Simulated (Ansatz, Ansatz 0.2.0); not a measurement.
# Lattice constant of the spinel MnSc₂Se₄: a first-year notebook

*Notes of a novice, printed with their mistakes. Don't take the settings or the reasoning as a model; a review follows at the end.*

## Reference data

The number I want to reproduce is the cubic lattice constant a of MnSc₂Se₄, a spinel. It comes from "Magnetic order and exchange couplings in the frustrated diamond lattice antiferromagnet MnSc$_2$Se$_4$" (2022, arXiv:2204.00677). The sample was a polycrystalline powder made from the elements by solid-state synthesis, and the cell was measured by neutron powder diffraction at 20 K. The value is 11.0873 Å with an uncertainty of 0.0006 Å, so the measurement is very sharp. As 20 K is cold, I take it as the number to compare with directly.

| compared with | measured | source's wording or label | T (K) | method |
| --- | --- | --- | --- | --- |
| a (Å) | 11.0873 ± 0.0006 | 11.0873 ± 0.0006 A | 20 | neutron powder diffraction |

Conditions are those given with the value in the passage it was taken from; "not stated" means there, and the paper may say more elsewhere. The values are a selection: others may have been left out beforehand as unlike or outlying.

## Method

I want a from a relaxation of the cell and the atoms, and I will call it a success if it lands within 0.01 Å of the measured value. I chose that because it is a round number and the experiment is much sharper still. The model is the primitive cell with 14 atoms, started from the Materials Project structure with a = 11.127 Å, which is itself a calculated cell. The Mn atoms start antiferromagnetic, because the title of the paper says antiferromagnet. I will begin with LDA because it is the simplest functional, set a good cutoff, and change things if the number is off.

System: MnSc2Se4, cubic spinel; Fd-3m (No. 227), 14 atoms in the primitive cell; the database structure is a structure relaxed by earlier theory (a GGA or r2SCAN, not named), not a measurement: a = 11.127 Å; structure from the Materials Project.

On the selection of runs and values: Further runs on this system are not shown.

## 1. LDA with a high cutoff

A higher cutoff is more accurate, so I want 500 eV from the beginning and then I don't have to think about it again. I write it as ENCUT: 500, which is the keyword I know from VASP. I expect a to come out close to the measured value, since the starting cell is already close.

**Run 1.** Ansatz 0.2.0: LDA, antiferromagnetic start, cell and atoms relaxed from the database structure, cutoff left to the files' default, 4x4x4 k mesh, Gaussian smearing 0.02 eV; cutoff typed as ENCUT: 500.

Key lines of the input:
```
crystal:
  # lattice and atoms, with starting spins
kpoints:
  mp_grid: { grid: [4, 4, 4] }
hamiltonian:
  xc: lda
scf:
  occupations: { method: gaussian, width: 0.02 }
output:
  forces: true
  stress: true
magnetization:
  spin_polarized: true
relax:
  adjacent_minimum: "off"
  f_tol: 0.005
  max_steps: 60
  cell: { stress_tol: 0.03 }
basis:
  ENCUT: 500
```

Command:
```
ansatz run input.yaml --threads 8 --pin off --max-ram 16384MiB --backend cpu --events-out ev --progress --plain --runs-dir out
```

Selected lines of the output:
```
Error: YAML parse error: error: line 40 column 3: unknown field `ENCUT`, expected one of ecutwfc, ecutrho_ratio, smooth_cutoff_half_width, xc_grid, low_memory, fft_grid_basis, precision [...]
  --> <input>:40:3
   |
38 |   cell: { stress_tol: 0.03 }
39 | basis:
40 |   ENCUT: 500
   |   ^ unknown field `ENCUT`, expected one of ecutwfc, ecutrho_ratio, smooth_cutoff_half_width, xc_grid,
```

Input refused; 0.1 s on 8 cores of AMD EPYC (Zen 3), shared host.

The program stopped before calculating anything. It doesn't know the word ENCUT; the first name in its list is ecutwfc, so that must be the cutoff here. I have no lattice constant yet.

## 2. LDA again, with short SCF cycles

I'm leaving the cutoff at its default of 420 eV this time so that I don't trip over the keyword again. To get a number quickly I also limit each self-consistency cycle to 6 iterations. The cell is relaxed over many steps anyway, so I expect the density to sort itself out along the way.

**Run 2.** Ansatz 0.2.0: LDA, antiferromagnetic start, cell and atoms relaxed from the database structure, PAW set soft_2, cutoff 420 eV (default), 4x4x4 k mesh, Gaussian smearing 0.02 eV; at most 6 SCF iterations.

Key lines of the input, as changed from run 1:
```diff
  scf:
+   max_iter: 6
- basis:
-   ENCUT: 500
```

Selected lines of the output:
```
Basis set: ecut = 420 eV, 6735 PW (Γ) [...]
k-points: 8 of 64 (time reversal used)
SCF iter   4: F=—  HF=-59121.869638 eV  |F-HF|=—  |Δ(HF+E_count)|=   3.18e-1  Δρ=3.03e-3 (↑3.02e-3 ↓3.03e-3)  dr2=1.38e-1  dr2_m=2.68e-3  M=0.000 μB ∫|m|=9.662 μB  β_m=0.72  [...]
SCF iter   5: F=—  HF=-59121.876775 eV  |F-HF|=—  |Δ(HF+E_count)|=         —  Δρ=2.09e-3 (↑2.08e-3 ↓2.09e-3)  dr2=7.36e-2  dr2_m=4.02e-4  M=0.000 μB ∫|m|=9.667 μB  β_m=0.72  [...]
SCF iter   6: F=—  HF=-59121.884572 eV  |F-HF|=—  |Δ(HF+E_count)|=   7.80e-3  Δρ=1.76e-3 (↑1.75e-3 ↓1.76e-3)  dr2=2.04e-2  dr2_m=3.39e-3  M=0.000 μB ∫|m|=9.669 μB  β_m=0.61  [...]
```

Not converged; 57 s, same machine.

The run stopped at the sixth iteration of the first cycle, with the density still changing, so the cell never got a chance to move. The short cycles didn't save any time, because I still have no lattice constant. The total moment M is 0.000 μB, which is what I want for an antiferromagnet.

## 3. Full SCF cycles, lower cutoff

I'm taking the limit on the iterations out again. To keep the relaxation quick I lower the cutoff to 290 eV instead, now that I know the keyword is ecutwfc. I only want the length of the cell and not an exact energy, so I expect this to be good enough, with a somewhere near 11.1 Å.

**Run 3.** Ansatz 0.2.0: LDA, antiferromagnetic start, cell and atoms relaxed from the database structure, PAW set soft_2, cutoff 290 eV, 4x4x4 k mesh, Gaussian smearing 0.02 eV.

Key lines of the input, as changed from run 1:
```diff
+ basis:
+   ecutwfc: 290.0
- basis:
-   ENCUT: 500
```

Selected lines of the output:
```
relax step   1: F+E_penalty+E_count = -59120.76573170 eV  [...]  max|allowed force component| = 4.438e-2 eV/Å  [...]  P = -4.687 GPa  Ω = 344.392 Å³  (13 SCF iters, dr2 threshold 1.00e-7 [...]
relax step  13: F+E_penalty+E_count = -59121.19083270 eV  [...]  max|allowed force component| = 8.198e-5 eV/Å  [...]  P = -0.019 GPa  Ω = 317.705 Å³  [...]
  cell:  # Å, volume = 317.7053 Å³
Magnetization: 0.0000 μB (101.0000 up, 101.0000 down)
```

Converged; 7.6 min, same machine. Warnings: cutoff_below_recommended.

| quantity | run 3 | measured | deviation |
| --- | --- | --- | --- |
| a (Å) | 10.832 | 11.0873 ± 0.0006 | −0.256 (−2.3 %) |
| net moment per formula unit (μB) | 0.000 |  |  |
| size of moment on Mn (μB) | 3.907 |  |  |
| conventional cell volume (Å³) | 1270.8 |  |  |

Now I have a lattice constant, but it is 10.832 Å, which is 0.256 Å too small and far outside my 0.01 Å. There is a warning that the cutoff is below the recommended one. The pressure at the end is almost zero, though, so I think the cell is properly relaxed and the cutoff did no harm. That leaves LDA as the reason, and I'm giving up on it.

## 4. PBEsol with a U on Mn

I've read that PBEsol is made for solids and that Mn needs a U for its d electrons, so I'm using both. For U I take 3.9 eV, a value I have seen used for Mn in oxides. The cutoff goes back to the default, which also gets rid of the warning. I expect a larger cell, and I hope it grows by the missing quarter of an ångström.

**Run 4.** Ansatz 0.2.0: PBEsol+U (Mn 3.9 eV on ortho-atomic projectors), antiferromagnetic start, cell and atoms relaxed from the database structure, PAW set soft_2, cutoff 420 eV (default), 4x4x4 k mesh, Gaussian smearing 0.02 eV.

Key lines of the input, as changed from run 1:
```diff
  hamiltonian:
-   xc: lda
+   xc: pbesol
+   hubbard:
+     sites: [{ species: Mn, l: d, u_eff: 3.9 }]
+     projectors: ortho-atomic
- basis:
-   ENCUT: 500
```

Command:
```
ansatz run input.yaml --threads 4 --pin off --max-ram 16384MiB --backend cpu --events-out ev --progress --plain --runs-dir out
```

Selected lines of the output:
```
relax step   5: F+E_penalty+E_count = -59593.19806492 eV  [...]  max|allowed force component| = 6.710e-4 eV/Å  [...]  P = -0.001 GPa  Ω = 338.941 Å³  [...]
  cell:  # Å, volume = 338.9413 Å³
Magnetization: 0.0000 μB (101.0000 up, 101.0000 down)
```

Converged; 88 s on 4 cores of Intel Xeon Platinum 8488C (Sapphire Rapids), shared host.

| quantity | run 4 | measured | deviation |
| --- | --- | --- | --- |
| a (Å) | 11.068 | 11.0873 ± 0.0006 | −0.019 (−0.2 %) |
| net moment per formula unit (μB) | 0.000 |  |  |
| size of moment on Mn (μB) | 4.386 |  |  |
| conventional cell volume (Å³) | 1355.8 |  |  |

This is much better: a = 11.068 Å, only 0.019 Å or 0.2 % below the measured value. Strictly it misses the 0.01 Å I set myself, but 0.2 % looks like agreement to me, and the pressure is practically zero again. The moment on Mn also went up, from 3.907 to 4.386 μB, which I take as the U doing its job. So it was the U that was missing, and I'm stopping here with 11.068 Å as my lattice constant.

## Comparison with experiment

| run | settings | a (Å) | deviation | cost | status |
| --- | --- | --- | --- | --- | --- |
| 1 | LDA, cutoff left to the files' default, cutoff typed as ENCUT: 500 | – |  | under 1 core-min | input refused |
| 2 | LDA, PAW set soft_2, cutoff 420 eV (default), at most 6 SCF iterations | – |  | 7.6 core-min | not converged |
| 3 | LDA, PAW set soft_2, cutoff 290 eV | 10.832 | −0.256 (−2.3 %) | 61 core-min |  |
| 4 | PBEsol+U (Mn 3.9 eV on ortho-atomic projectors), PAW set soft_2, cutoff 420 eV (default) | 11.068 | −0.019 (−0.2 %) | 5.9 core-min |  |
|  | measured | 11.0873 ± 0.0006 |  |  |  |

## Closing entry

My lattice constant for MnSc₂Se₄ is 11.068 Å, from PBEsol with a U of 3.9 eV on Mn. The neutron value is 11.0873 Å, so I'm 0.019 Å short. That is outside the 0.01 Å I wrote down at the start, but I think that limit was too strict, and I'm counting the result as a success.

Of the four runs, two gave no lattice constant at all, one because of a wrong keyword and one because I cut the iterations short. The LDA run did finish, at 10.832 Å, and I won't use LDA for a magnetic crystal again. What I take from this is that a compound with Mn needs a U, and once that is in, the lattice constant comes out right. The cutoff seems to matter much less, as long as the pressure is near zero at the end. The good run was also cheaper than the bad one, so next time I'll put the U in from the start and save myself the rest.

## An expert's review

Further runs made for the review:

| reviewer's run | settings | a (Å) | deviation | cost |
| --- | --- | --- | --- | --- |
| R1 | LDA, PAW set soft_2, cutoff 420 eV (default) | 10.829 | −0.258 (−2.3 %) | 40 core-min |
| R2 | PBEsol, PAW set soft_2, cutoff 420 eV (default) | 10.965 | −0.123 (−1.1 %) | 30 core-min |
| R3 | r2SCAN, PAW set soft_2, cutoff 500 eV (default) | 11.119 | +0.032 (+0.3 %) | 13 core-min |
| R4 | r2SCAN+rVV10, PAW set soft_2, cutoff 500 eV (default) | 11.072 | −0.015 (−0.1 %) | 18 core-min |
|  | measured | 11.0873 ± 0.0006 |  |  |

Comparing directly with a 20 K measurement is reasonable, since thermal expansion is then small, although zero-point motion is still left out. The antiferromagnetic start is a sensible stand-in, but the order probably sets in only below 20 K. The target of 0.01 Å was arbitrary: it is tighter than density functionals can usually promise. A high cutoff can't cure a functional's error, and a starting cell close to experiment doesn't make the relaxed one close.

Run 1 failed on a VASP keyword. The beginner read the error message correctly, and the slip cost almost nothing.

In run 2, six iterations were too few. Each relaxation step needs a converged density before its forces and stress can be used, so the density can't settle "along the way". The first step of run 3 took 13 iterations. The beginner rightly saw that nothing had been saved. A zero total moment doesn't prove antiferromagnetism, as a nonmagnetic state has one too; the integrated absolute moment of 9.669 μB is what shows that spins are present.

Run 3 ignored the cutoff warning on the ground that the final pressure was near zero. That pressure is computed with the same reduced basis, so it shows only that the cell is relaxed at that cutoff. The test is to repeat the run at the default cutoff, which costs 40 core-minutes: R1 gives 10.829 Å against 10.832 Å. The cutoff therefore did little harm here, and blaming LDA was right, but the pressure proved neither. LDA's habit of making cells too small isn't confined to magnetic crystals, so magnetism is the wrong reason for avoiding it.

Run 4 is a sound calculation with a wrong explanation. It changed the functional and added U together, and the beginner credited U alone. R2, PBEsol without U, gives 10.965 Å for 30 core-minutes. Going from LDA to PBEsol without U thus adds 0.136 Å (R1 to R2), and adding U within PBEsol a further 0.103 Å (R2 to run 4). The larger Mn moment is plausible with U, but the functional and the cell changed as well. The U value was borrowed from oxides, and a good lattice constant doesn't validate it for a selenide.

Nor does a compound with Mn always need a U for its lattice constant: r2SCAN without one gives 11.119 Å (R3), and 11.072 Å with rVV10 dispersion (R4). The low cost of run 4 is no argument for U either, since it needed fewer relaxation steps than run 3 and ran on a different machine.

The beginner is right that the 0.01 Å limit was too strict, but it should have been set from the usual errors of functionals beforehand, not relaxed after the result.

The three closest simulations, run 4, R3 and R4, come within about 0.3 % of the measurement, while plain LDA and PBEsol fall short by 2.3 % and 1.1 %. Run 4 and R4 are slightly short and R3 slightly long, which gives no reason to doubt the measured value. What remains unexplained is how much of these three small misses comes from the functional, the choice of U, the treatment of dispersion and the missing zero-point motion.

[Logs are printed without paths, hosts, clocks, repeated set-up lines and the standing remarks that a program may print on its own settings, such as how far it seeks lower states.]

[The runs shown are a pick from a larger set of finished runs; failed, doubtful and other runs were left out of it ahead of writing. So were measured values far from every level or from commonly accepted values, and agreement can look better than it is. Lines of input and output are excerpts and may be shortened.]
